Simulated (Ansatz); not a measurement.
**Platinum, fcc under PBEsol: structure, energy and stiffness, part 1 of 2**

What does PBEsol give for platinum in the fcc structure? We relax it, solve it on a dense k-mesh, switch on spin-orbit coupling, then scale the cell to 7 volumes from 88 to 112 % of the relaxed one and try a fit of the equation of state. The start is ferromagnetic. The k-meshes are 14×14×14 for the relaxation; 23×23×23 for the dense run; 14×14×14 for spin-orbit coupling; 23×23×23 for the volumes. It starts from a deposited cell (COD).

Program: Ansatz 0.2.0. Level of theory: DFT PBEsol, plane waves (420 eV) with PAW, scalar-relativistic; the PAW data stem from PBE, with regenerated cores. These are calculated values, not measurements.

### Step 1. The starting structure

The structure is cubic, space group Fm-3m (No. 225). Conventional cell: a = 3.923 Å, b = 3.923 Å, c = 3.923 Å, α = 90.00°, β = 90.00°, γ = 90.00°. Pt (site symmetry m-3m) has 12 Pt at 2.77 Å as nearest neighbours.

Coordinates:

```cif
data_structure
_symmetry_space_group_name_H-M 'Fm-3m'
_symmetry_Int_Tables_number 225
_cell_length_a 3.9231
_cell_length_b 3.9231
_cell_length_c 3.9231
_cell_angle_alpha 90.000
_cell_angle_beta 90.000
_cell_angle_gamma 90.000
_cell_volume 60.38
loop_
_atom_site_label
_atom_site_type_symbol
_atom_site_symmetry_multiplicity
_atom_site_Wyckoff_symbol
_atom_site_fract_x
_atom_site_fract_y
_atom_site_fract_z
_atom_site_occupancy
Pt1 Pt 4 a 0.00000 0.00000 0.00000 1
```

The atoms start with moments of +1 μB.

### Step 2. Relaxing cell and atoms

File input.yaml:

```yaml
crystal:
  lattice:
    - [0.0, 1.96155, 1.96155]
    - [1.96155, 0.0, 1.96155]
    - [1.96155, 1.96155, 0.0]
  atoms:
    - { symbol: Pt, position: [0.0, 0.0, 0.0], spin: 1.0 }
hamiltonian:
  xc: pbesol
  pseudopotentials:
    kind: paw
    azcp:
      Pt: "pseudopotentials/Pt.paw.azcp"
basis:
  ecutwfc: 420
  fft_grid_basis: typed
kpoints:
  mp_grid: { grid: [14, 14, 14], shift: [0, 0, 0] }
magnetization:
  spin_polarized: true
scf:
  occupations: { method: fermi_dirac, width: 0.05 }
relax:
  max_steps: 60
  f_tol: 0.01
  cell: {}
```

The program printed:

```text
Warning: <dir> the record states the generating functional pbe (its physics header spells it `PBE`), which answers neither for hamiltonian.xc's functional nor for the pbesol family's — results may be inconsistent (PPs are generated against a specific XC)
Warning: RAYON_NUM_THREADS=4 ignored (pool sized by the plan → 4); use --threads N
Engine: ansatz 0.2.0, x86_64-unknown-linux-gnu
Pseudopotentials: kind: paw
Pseudopotential: Pt, paw, valence charge 18, recommended cutoff 420 eV (normal), <dir>
Functional definition: PBEsol
  exchange = pbesol_x
  correlation = pbesol_c
Crystal: 1 atoms, lattice volume = 15.095 Å³
Basis set: ecut = 420 eV, 283 PW (Γ), exchange–correlation on 40×40×40 points (8 copies of the dense FFT grid, shifted against one another)
Bands: 14, of which v1, the nominal top of the filled ones, is band 9 counted from 1 (8 counted from 0)
Symmetry: 48 space group operations
Space group: Fm-3m (ITA 225), of the structure as read, at distance tolerance 2.5e-5 Å
Magnetic group: BNS 225.116 (UNI 1618), of the structure as read, at distance tolerance 2.5e-5 Å
k-points: 104 of 2744
Non-local potential: Pt, projectors of the file, l = 0: 3, l = 1: 2, l = 2: 2, l = 3: 1
PAW form: soft (Blöchl's): semilocal exchange-correlation on the pseudo side does not see the compensation charge
PAW frozen core: Pt, regenerated for the run's functional, and the local potential with it (the file was generated under x = pbe(κ = 0.804, μ = 0.2195149727645171), c = pbe(β = 0.06672455060314922))
PAW one-centre angular grid: Pt, 590 points (default); XC on 64 Gauss nodes
Initial density: superposition of atomic densities (chi_scale 0.1, normalization cell)
Starting moments: Σ|m| = 1 μB on 1 of 1 site
Initial wavefunctions: pseudopotential atomic-orbital guess
Functional: x = pbesol(κ = 0.804, μ = 0.12345679012345678), c = pbesol(β = 0.046)
SCF iter   1: F=—  HF=-12383.903294 eV  |F-HF|=—  |Δ(HF+E_count)|=         —  Δρ=4.56e-2 (↑4.56e-2 ↓3.85e-2)  dr2=8.95e-1  dr2_m=3.17e-2  M=0.595 μB ∫|m|=0.608 μB  β_m=0.30  ethr=3.10e-3  ⟨swp⟩=5.0  Hψ=15301  notcnv=0
Mixer restart at iter 1: flushing history
preconditioner: auto → none  [metal: Δε(μ)=0.004 eV  Ē_g=16.200 eV  σ=0.050 eV  W_gap=0.02  n_scr=8 (ndim 8)  ℏωp=30.2 eV  f_vac=0.000  D(μ)=1.15/eV (n_scr^D=14)  sad-step TF]
SCF iter   2: F=—  HF=-12383.836545 eV  |F-HF|=—  |Δ(HF+E_count)|=   6.67e-2  Δρ=3.46e-2 (↑3.46e-2 ↓2.76e-2)  dr2=4.69e-1  dr2_m=2.11e-2  M=0.554 μB ∫|m|=0.572 μB  β_m=0.65  ethr=3.10e-3  ⟨swp⟩=1.9  Hψ=5216  notcnv=0  defer=60
SCF iter   3: F=—  HF=-12383.805820 eV  |F-HF|=—  |Δ(HF+E_count)|=   3.07e-2  Δρ=6.41e-3 (↑6.15e-3 ↓6.41e-3)  dr2=1.89e-3  dr2_m=4.24e-3  M=0.406 μB ∫|m|=0.437 μB  β_m=0.82  ethr=2.61e-3  ⟨swp⟩=2.0  Hψ=4804  notcnv=0  defer=96
SCF iter   4: F=—  HF=-12383.843333 eV  |F-HF|=—  |Δ(HF+E_count)|=         —  Δρ=1.93e-2 (↑1.93e-2 ↓1.84e-2)  dr2=1.64e-4  dr2_m=4.92e-2  M=0.105 μB ∫|m|=0.121 μB  β_m=0.82  ethr=1.05e-5  ⟨swp⟩=2.4  Hψ=5954  notcnv=0  defer=98
Mixer restart at iter 4: flushing history
SCF iter   5: F=—  HF=-12383.835093 eV  |F-HF|=—  |Δ(HF+E_count)|=   8.24e-3  Δρ=7.74e-3 (↑7.17e-3 ↓7.74e-3)  dr2=8.77e-5  dr2_m=7.68e-3  M=0.045 μB ∫|m|=0.053 μB  β_m=0.91  ethr=9.13e-7  ⟨swp⟩=2.0  Hψ=5273  notcnv=0  defer=100
SCF iter   6: F=—  HF=-12383.834041 eV  |F-HF|=—  |Δ(HF+E_count)|=   1.05e-3  Δρ=1.34e-3 (↑1.34e-3 ↓6.69e-4)  dr2=5.36e-4  dr2_m=2.58e-5  M=0.004 μB ∫|m|=0.005 μB  β_m=0.69  ethr=4.87e-7  ⟨swp⟩=2.1  Hψ=5085  notcnv=0  defer=100
SCF iter   7: F=—  HF=-12383.833790 eV  |F-HF|=—  |Δ(HF+E_count)|=   2.51e-4  Δρ=2.08e-4 (↑1.76e-4 ↓2.08e-4)  dr2=3.91e-7  dr2_m=4.60e-6  M=0.002 μB ∫|m|=0.003 μB  β_m=0.84  ethr=4.87e-7  ⟨swp⟩=2.0  Hψ=4831  notcnv=0  defer=100
SCF iter   8: F=—  HF=-12383.833793 eV  |F-HF|=—  |Δ(HF+E_count)|=   2.63e-6  Δρ=4.27e-5 (↑4.27e-5 ↓4.07e-5)  dr2=2.10e-9  dr2_m=2.38e-7  M=0.000 μB ∫|m|=0.000 μB  β_m=0.92  ethr=2.17e-9  ⟨swp⟩=2.0  Hψ=4836  notcnv=0  defer=100
SCF iter   9: F=—  HF=-12383.833793 eV  |F-HF|=—  |Δ(HF+E_count)|=   9.01e-8  Δρ=2.15e-6 (↑2.15e-6 ↓2.08e-6)  dr2=9.08e-11  dr2_m=5.19e-10  M=-0.000 μB ∫|m|=0.000 μB  β_m=0.94  ethr=1.17e-11  ⟨swp⟩=3.7  Hψ=5996  notcnv=0  defer=100
SCF iter  10: F=—  HF=-12383.833793 eV  |F-HF|=—  |Δ(HF+E_count)|=   1.10e-9  Δρ=7.53e-7 (↑7.21e-7 ↓7.53e-7)  dr2=2.90e-13  dr2_m=7.50e-11  M=-0.000 μB ∫|m|=0.000 μB  β_m=0.97  ethr=1.00e-12  ⟨swp⟩=2.0  Hψ=4026  notcnv=0  defer=100
SCF iter  11: F=-12383.833793 eV  HF=-12383.833793 eV  |F-HF|=1.82e-12  |Δ(HF+E_count)|=  1.82e-11  Δρ=4.36e-8 (↑3.81e-8 ↓4.36e-8)  dr2=1.71e-14  dr2_m=2.23e-13  M=0.000 μB ∫|m|=0.000 μB  ethr=1.00e-12  ⟨swp⟩=1.0  Hψ=6656  notcnv=0
WARN: the starting moments were not kept: the SCF closed with an absolute magnetisation of 1.2e-6 μB, where they sum to 1 μB in size (1 site). That is at most 0.1 of that sum. Measured as dr2_m measures the in/out step, that magnetisation stands 7.4e-13 eV from none, at or under the dr2_threshold of 1.0e-7 eV: it is no larger than a step whose dr2_m would equal this threshold. The system may hold no moment; this SCF shows only that its start led to no more than that. To try another start: raise the starting moments (crystal.atoms[].spin, magnetization.per_species, magnetization.initial_magnetization, or on a non-collinear deck that types none of these the spinor_matrix: blocks that start its atoms; where the total moment is fixed, keep their sum and leave initial_magnetization as it is; typed ones take the place of any that the run laid by itself, positive ones on a crystal's lanthanoids without a Hubbard term where scf.initial_density.shell_occupations: [] is typed) or, if the notice of its spin-set hold's release reads "site moments contracting" or "site moments show no strong build", lengthen the hold (scf.mixing.spin_hold: { on: { confirm: 4 } }; for m-r²SCAN on two components see the key's manual first). Each may lead to a state that holds a moment. A second SCF, from the converged charge density, with the starting moments and any scf.initial_density.shell_occupations laid on it anew, would have followed, and was not run: the deck does not ask for one (magnetization.retry_lost_moments is false, the default). To let it run, set magnetization.retry_lost_moments: true and run the deck again, where that key's refused combinations let it; where memory then withholds it, that run's warning says so.
SCF 1 converged in 11 iterations: F = -12383.833793 eV  dr2 = 1.71e-14
relax step   1: F+E_penalty+E_count = -12383.83379285 eV  Δ(F+E_penalty+E_count) = +0.000e0 eV  max|allowed force component| = 0.000e0 eV/Å  Δτ_max = 0.0000 Å  P = -1.160 GPa  Ω = 15.095 Å³  (11 SCF iters, dr2 threshold 1.00e-7 eV, accepted)
Crystal: 1 atoms, lattice volume = 14.923 Å³
Initial density: handed on by an earlier stage of this run
Starting moments: Σ|m| = 1 μB on 1 of 1 site; this step starts from the density that it was given
Initial wavefunctions: those handed on with the density
iter 1 solved again at ethr=6.99e-7 eV; its pass at ethr=3.10e-3 eV (dr2=1.26e-4 eV) is discarded
SCF iter   1: F=—  HF=-12383.833342 eV  |F-HF|=—  |Δ(HF+E_count)|=         —  Δρ=6.46e-4 (↑5.41e-4 ↓6.46e-4)  dr2=1.35e-4  dr2_m=7.89e-6  M=0.009 μB ∫|m|=0.009 μB  β_m=0.65  ethr=6.99e-7  ⟨swp⟩=2.0  Hψ=18878  notcnv=0
preconditioner: auto → none  [metal: Δε(μ)=0.021 eV  Ē_g=16.307 eV  σ=0.050 eV  W_gap=0.11  n_scr=0 (ndim 8)  ℏωp=30.4 eV  f_vac=0.000  D(μ)=1.61/eV (n_scr^D=14)]
SCF iter   2: F=—  HF=-12383.833290 eV  |F-HF|=—  |Δ(HF+E_count)|=   5.16e-5  Δρ=4.03e-4 (↑3.10e-4 ↓4.03e-4)  dr2=2.57e-5  dr2_m=7.92e-6  M=0.005 μB ∫|m|=0.005 μB  β_m=0.42  ethr=6.99e-7  ⟨swp⟩=2.0  Hψ=3985  notcnv=0
SCF iter   3: F=—  HF=-12383.833299 eV  |F-HF|=—  |Δ(HF+E_count)|=   9.39e-6  Δρ=2.43e-4 (↑2.43e-4 ↓2.34e-4)  dr2=2.79e-6  dr2_m=5.90e-6  M=0.004 μB ∫|m|=0.004 μB  β_m=0.71  ethr=1.43e-7  ⟨swp⟩=2.4  Hψ=4230  notcnv=0
SCF iter   4: F=—  HF=-12383.833334 eV  |F-HF|=—  |Δ(HF+E_count)|=   3.43e-5  Δρ=1.82e-4 (↑9.39e-5 ↓1.82e-4)  dr2=1.87e-6  dr2_m=2.43e-6  M=0.001 μB ∫|m|=0.001 μB  β_m=0.85  ethr=1.55e-8  ⟨swp⟩=2.4  Hψ=4666  notcnv=0
SCF iter   5: F=—  HF=-12383.833342 eV  |F-HF|=—  |Δ(HF+E_count)|=   8.20e-6  Δρ=2.19e-5 (↑5.95e-6 ↓2.19e-5)  dr2=9.47e-8  dr2_m=1.42e-8  M=0.000 μB ∫|m|=0.000 μB  β_m=0.93  ethr=1.04e-8  ⟨swp⟩=2.0  Hψ=4312  notcnv=0
SCF iter   6: F=—  HF=-12383.833342 eV  |F-HF|=—  |Δ(HF+E_count)|=   4.43e-7  Δρ=1.08e-5 (↑4.07e-6 ↓1.08e-5)  dr2=2.96e-8  dr2_m=2.33e-9  M=0.000 μB ∫|m|=0.000 μB  β_m=0.96  ethr=5.26e-10  ⟨swp⟩=2.1  Hψ=3967  notcnv=0
SCF iter   7: F=-12383.833342 eV  HF=-12383.833342 eV  |F-HF|=1.13e-10  |Δ(HF+E_count)|=   1.19e-7  Δρ=7.19e-7 (↑5.08e-7 ↓7.19e-7)  dr2=1.54e-10  dr2_m=1.75e-11  M=0.000 μB ∫|m|=0.000 μB  ethr=1.65e-10  ⟨swp⟩=2.0  Hψ=9264  notcnv=0
the starting moments were not kept: the SCF closed with an absolute magnetisation of 8.2e-6 μB, where they sum to 1 μB in size (1 site). That is at most 0.1 of that sum. Measured as dr2_m measures the in/out step, that magnetisation stands 3.3e-11 eV from none, at or under the dr2_threshold of 1.0e-7 eV: it is no larger than a step whose dr2_m would equal this threshold.
SCF 2 converged in 7 iterations: F = -12383.833342 eV  dr2 = 1.54e-10
relax step   2: F+E_penalty+E_count = -12383.83334249 eV  Δ(F+E_penalty+E_count) = +4.504e-4 eV  max|allowed force component| = 0.000e0 eV/Å  Δτ_max = 0.0000 Å  P = +2.167 GPa  Ω = 14.923 Å³  energy of the carried Pulay correction = +6.820e-5 eV  (7 SCF iters, dr2 threshold 1.00e-7 eV, rejected (line search))
Crystal: 1 atoms, lattice volume = 15.034 Å³
iter 1 solved again at ethr=2.86e-7 eV; its pass at ethr=3.10e-3 eV (dr2=5.16e-5 eV) is discarded
SCF iter   1: F=—  HF=-12383.834042 eV  |F-HF|=—  |Δ(HF+E_count)|=         —  Δρ=4.30e-4 (↑3.46e-4 ↓4.30e-4)  dr2=5.76e-5  dr2_m=3.70e-6  M=-0.006 μB ∫|m|=0.006 μB  β_m=0.65  ethr=2.86e-7  ⟨swp⟩=2.0  Hψ=18552  notcnv=0
preconditioner: auto → none  [metal: Δε(μ)=0.023 eV  Ē_g=16.235 eV  σ=0.050 eV  W_gap=0.11  n_scr=0 (ndim 8)  ℏωp=30.3 eV  f_vac=0.000  D(μ)=1.64/eV (n_scr^D=14)]
SCF iter   2: F=—  HF=-12383.834017 eV  |F-HF|=—  |Δ(HF+E_count)|=   2.42e-5  Δρ=2.63e-4 (↑2.03e-4 ↓2.63e-4)  dr2=1.12e-5  dr2_m=3.38e-6  M=-0.003 μB ∫|m|=0.003 μB  β_m=0.42  ethr=2.86e-7  ⟨swp⟩=2.0  Hψ=3997  notcnv=0
SCF iter   3: F=—  HF=-12383.834022 eV  |F-HF|=—  |Δ(HF+E_count)|=   4.03e-6  Δρ=1.59e-4 (↑1.59e-4 ↓1.53e-4)  dr2=1.20e-6  dr2_m=2.53e-6  M=-0.003 μB ∫|m|=0.003 μB  β_m=0.71  ethr=6.20e-8  ⟨swp⟩=2.5  Hψ=4262  notcnv=0
SCF iter   4: F=—  HF=-12383.834036 eV  |F-HF|=—  |Δ(HF+E_count)|=   1.47e-5  Δρ=1.24e-4 (↑6.51e-5 ↓1.24e-4)  dr2=8.53e-7  dr2_m=1.15e-6  M=-0.001 μB ∫|m|=0.001 μB  β_m=0.85  ethr=6.66e-9  ⟨swp⟩=2.3  Hψ=4497  notcnv=0
SCF iter   5: F=—  HF=-12383.834040 eV  |F-HF|=—  |Δ(HF+E_count)|=   3.74e-6  Δρ=1.28e-5 (↑4.17e-6 ↓1.28e-5)  dr2=4.08e-8  dr2_m=3.51e-9  M=-0.000 μB ∫|m|=0.000 μB  β_m=0.93  ethr=4.74e-9  ⟨swp⟩=2.0  Hψ=4351  notcnv=0
SCF iter   6: F=—  HF=-12383.834040 eV  |F-HF|=—  |Δ(HF+E_count)|=   1.69e-7  Δρ=9.30e-6 (↑2.64e-6 ↓9.30e-6)  dr2=1.35e-8  dr2_m=3.39e-9  M=-0.000 μB ∫|m|=0.000 μB  β_m=0.96  ethr=2.27e-10  ⟨swp⟩=2.0  Hψ=3894  notcnv=0
SCF iter   7: F=—  HF=-12383.834040 eV  |F-HF|=—  |Δ(HF+E_count)|=   5.34e-8  Δρ=1.27e-6 (↑1.27e-6 ↓5.28e-7)  dr2=1.18e-10  dr2_m=1.03e-10  M=0.000 μB ∫|m|=0.000 μB  β_m=0.98  ethr=7.50e-11  ⟨swp⟩=2.1  Hψ=4449  notcnv=0
SCF iter   8: F=—  HF=-12383.834040 eV  |F-HF|=—  |Δ(HF+E_count)|=  1.84e-10  Δρ=5.69e-7 (↑2.66e-7 ↓5.69e-7)  dr2=1.89e-11  dr2_m=2.29e-11  M=0.000 μB ∫|m|=0.000 μB  β_m=0.99  ethr=1.00e-12  ⟨swp⟩=2.0  Hψ=4591  notcnv=0
SCF iter   9: F=—  HF=-12383.834040 eV  |F-HF|=—  |Δ(HF+E_count)|=  7.46e-11  Δρ=2.41e-8 (↑2.41e-8 ↓9.36e-9)  dr2=7.46e-14  dr2_m=2.87e-14  M=-0.000 μB ∫|m|=0.000 μB  β_m=1.00  ethr=1.00e-12  ⟨swp⟩=1.8  Hψ=3477  notcnv=0
SCF iter  10: F=-12383.834040 eV  HF=-12383.834040 eV  |F-HF|=1.27e-11  |Δ(HF+E_count)|=  7.28e-12  Δρ=3.63e-9 (↑3.63e-9 ↓3.32e-9)  dr2=7.18e-15  dr2_m=9.10e-17  M=0.000 μB ∫|m|=0.000 μB  ethr=1.00e-12  ⟨swp⟩=2.9  Hψ=9097  notcnv=0
the starting moments were not kept: the SCF closed with an absolute magnetisation of 4.7e-9 μB, where they sum to 1 μB in size (1 site). That is at most 0.1 of that sum. Measured as dr2_m measures the in/out step, that magnetisation stands 8.9e-18 eV from none, at or under the dr2_threshold of 1.0e-11 eV: it is no larger than a step whose dr2_m would equal this threshold.
SCF 3 converged in 10 iterations: F = -12383.834040 eV  dr2 = 7.18e-15
relax step   3: F+E_penalty+E_count = -12383.83404018 eV  Δ(F+E_penalty+E_count) = -2.473e-4 eV  max|allowed force component| = 0.000e0 eV/Å  Δτ_max = 0.0000 Å  P = -0.019 GPa  Ω = 15.034 Å³  energy of the carried Pulay correction = +2.388e-5 eV  (10 SCF iters, accepted)
Initial wavefunctions: pseudopotential atomic-orbital guess (no wavefunctions were taken with the density)
iter 1 solved again at ethr=2.98e-8 eV; its pass at ethr=3.10e-3 eV (dr2=5.37e-6 eV) is discarded
SCF iter   1: F=—  HF=-12383.834018 eV  |F-HF|=—  |Δ(HF+E_count)|=         —  Δρ=5.11e-6 (↑5.11e-6 ↓5.11e-6)  dr2=4.91e-9  dr2_m=4.72e-16  M=-0.000 μB ∫|m|=0.000 μB  β_m=0.65  ethr=2.98e-8  ⟨swp⟩=2.9  Hψ=23170  notcnv=0
preconditioner: auto → none  [metal: Δε(μ)=0.031 eV  Ē_g=16.228 eV  σ=0.050 eV  W_gap=0.15  n_scr=0 (ndim 8)  ℏωp=30.3 eV  f_vac=0.000  D(μ)=1.64/eV (n_scr^D=14)]
SCF iter   2: F=—  HF=-12383.834018 eV  |F-HF|=—  |Δ(HF+E_count)|=   1.94e-7  Δρ=2.29e-6 (↑2.29e-6 ↓2.29e-6)  dr2=1.86e-9  dr2_m=2.72e-17  M=-0.000 μB ∫|m|=0.000 μB  β_m=0.39  ethr=2.73e-11  ⟨swp⟩=2.0  Hψ=4801  notcnv=0
SCF iter   3: F=—  HF=-12383.834018 eV  |F-HF|=—  |Δ(HF+E_count)|=  9.09e-11  Δρ=1.56e-6 (↑1.56e-6 ↓1.56e-6)  dr2=2.85e-10  dr2_m=2.02e-17  M=-0.000 μB ∫|m|=0.000 μB  β_m=0.69  ethr=1.03e-11  ⟨swp⟩=2.4  Hψ=3895  notcnv=0
SCF iter   4: F=—  HF=-12383.834018 eV  |F-HF|=—  |Δ(HF+E_count)|=   1.54e-9  Δρ=1.55e-7 (↑1.55e-7 ↓1.55e-7)  dr2=1.29e-11  dr2_m=3.97e-17  M=0.000 μB ∫|m|=0.000 μB  β_m=0.85  ethr=1.58e-12  ⟨swp⟩=2.0  Hψ=3960  notcnv=0
SCF iter   5: F=—  HF=-12383.834018 eV  |F-HF|=—  |Δ(HF+E_count)|=  1.46e-10  Δρ=5.72e-8 (↑5.72e-8 ↓5.62e-8)  dr2=1.76e-12  dr2_m=6.14e-17  M=-0.000 μB ∫|m|=0.000 μB  β_m=0.92  ethr=1.00e-12  ⟨swp⟩=1.5  Hψ=3308  notcnv=0
SCF iter   6: F=-12383.834018 eV  HF=-12383.834018 eV  |F-HF|=3.64e-12  |Δ(HF+E_count)|=  5.46e-12  Δρ=2.05e-8 (↑2.05e-8 ↓2.04e-8)  dr2=2.45e-13  dr2_m=4.44e-19  M=-0.000 μB ∫|m|=0.000 μB  ethr=1.00e-12  ⟨swp⟩=3.0  Hψ=10407  notcnv=0
the starting moments were not kept: the SCF closed with an absolute magnetisation of 2.4e-9 μB, where they sum to 1 μB in size (1 site). That is at most 0.1 of that sum. Measured as dr2_m measures the in/out step, that magnetisation stands 3.0e-18 eV from none, at or under the dr2_threshold of 1.0e-11 eV: it is no larger than a step whose dr2_m would equal this threshold.
SCF 4 converged in 6 iterations: F = -12383.834018 eV  dr2 = 2.45e-13
relax step   4: F+E_penalty+E_count = -12383.83401760 eV  Δ(F+E_penalty+E_count) = +2.258e-5 eV  max|allowed force component| = 0.000e0 eV/Å  Δτ_max = 0.0000 Å  P = -0.017 GPa  Ω = 15.034 Å³  stress off target by 1.72e-2 GPa  SCF on the basis re-selected at this cell (its energy is not comparable with the rows above)  (6 SCF iters)
basis re-selected at this cell: Δ(F+E_penalty+E_count) = +2.258e-5 eV, ΔP = +0.002 GPa vs the last step (what re-selecting the basis moved, of the pressure what is left beyond the Pulay correction that the steps carried, after the strain that the cell walked since its last selection, with what the two solves' SCF thresholds leave and, on support functions, any second-order correction that the steps lacked; it is no measure of the basis error at this ecutwfc). This SCF's stress stands 1.72e-2 GPa from its target on what of the cell is left free (relax.cell.stress_tol is 5.00e-2 GPa) and its largest allowed force component is 0.00e0 eV/Å (relax.f_tol is 1.00e-2 eV/Å): within both
SCF converged after 6 iterations
Magnetization: -0.0000 μB (9.0000 up, 9.0000 down)
Absolute magnetization: 0.0000 μB (∫|ρ↑−ρ↓|, with the PAW one-centre terms)
Spin contamination: 0.0000 ħ² per cell (⟨S²⟩ above its minimum at these occupations)
Per-site moments (μB) at R_I (Å): [(-2.297855601834535e-9, 1.1427658982559175)]
Free energy (F): -12383.834018 eV
Harris-Foulkes:  -12383.834018 eV  (|F-HF|=3.64e-12)
Internal energy: -12383.820406 eV  (E = F + TS)
E sigma→0 (E₀):  -12383.827212 eV
Entropy (-TS):   -0.013611 eV (-13.611 meV/atom)
Fermi energy:    23.315857 eV
--- Per-component energies (eV) ---
  E_band       = -130.362861
  E_kinetic    = 638.078901
  E_local      = -1459.043143  (includes V_loc(G=0)·N_el)
  E_nonlocal   = 202.922831
  E_hartree    = 540.623744
  E_xc         = -260.492599
  E_vxc        = -302.613991  (∫ρ·V_xc dr)
  E_paw        = -9316.309677  (= ΣΔE_a)
  E_vpaw       = -290.955124  (= ΣTr[D̂ρ^β])
  E_aug_tail   = 0.000198  (compensation charges beyond the density's cutoff)
  E_ewald      = -2729.887644
  E_core_change = 0.286981  (= ΣΔE_core)
  E_smearing   = -0.013611  (= −TS)
  E_closure    = -0.000000  (closes the sum)
  Σ components = -12383.834018   (vs F -12383.834018, Δ=0.00e0)
--- Forces (eV/Å), atoms counted from 1 ---
  atom   1  Pt    -0.00000000     0.00000000     0.00000000
  max |Σ_I F_I| component: 4.93e-32 eV/Å
--- Stress (GPa, compression-positive) ---
       -0.017152      -0.000000      -0.000000
       -0.000000      -0.017152      -0.000000
       -0.000000      -0.000000      -0.017152
  P = ⅓ Tr σ = -0.0172 GPa (-0.172 kbar)
--- Relaxed structure (3 steps of the walk, 2 accepted, 1 SCFs on fresh bases) ---
  F+E_penalty+E_count = -12383.83401760 eV   max|allowed force component| = 0.000e0 eV/Å   (the final SCF, on the basis selected at the relaxed cell)
  cell:  # Å, volume = 15.0344 Å³
    - [3.9608556036961807e-35, 1.958927311431504, 1.958927311431504]
    - [1.958927311431504, 9.553822561679232e-36, 1.958927311431504]
    - [1.958927311431504, 1.958927311431504, 1.094708835192412e-35]
  atoms:
    - { symbol: Pt, position: [0.0, 0.0, 0.0] }
```

Wall time 3 s (4 threads of an x86-64 CPU, shared host); peak memory 0.36 GiB.

Step by step:

| step | energy change (meV/atom) | largest force (eV/Å) | pressure (GPa) | volume (Å³/atom) | accepted |
| --- | --- | --- | --- | --- | --- |
| 1 | 0.00 | 0.0000 | -1.16 | 15.095 | yes |
| 2 | 0.45 | 0.0000 | 2.17 | 14.923 | no |
| 3 | -0.25 | 0.0000 | -0.02 | 15.034 | yes |
| 4 | -0.22 | 0.0000 | -0.02 | 15.034 | yes |

Steps that repeat a cell are solved on a basis chosen anew, so their changes of energy are no gain of the relaxation.

Changes in the cell that was computed:

|  | before | after | change |
| --- | --- | --- | --- |
| a (Å) | 2.774 | 2.770 | -0.1 % |
| b (Å) | 2.774 | 2.770 | -0.1 % |
| c (Å) | 2.774 | 2.770 | -0.1 % |
| volume (Å³/atom) | 15.095 | 15.034 | -0.4 % |
| shortest distance (Å) | 2.774 | 2.770 | -0.1 % |
| space group (spins left aside) | Fm-3m | Fm-3m | same |

(Continued in part 2 of 2.)
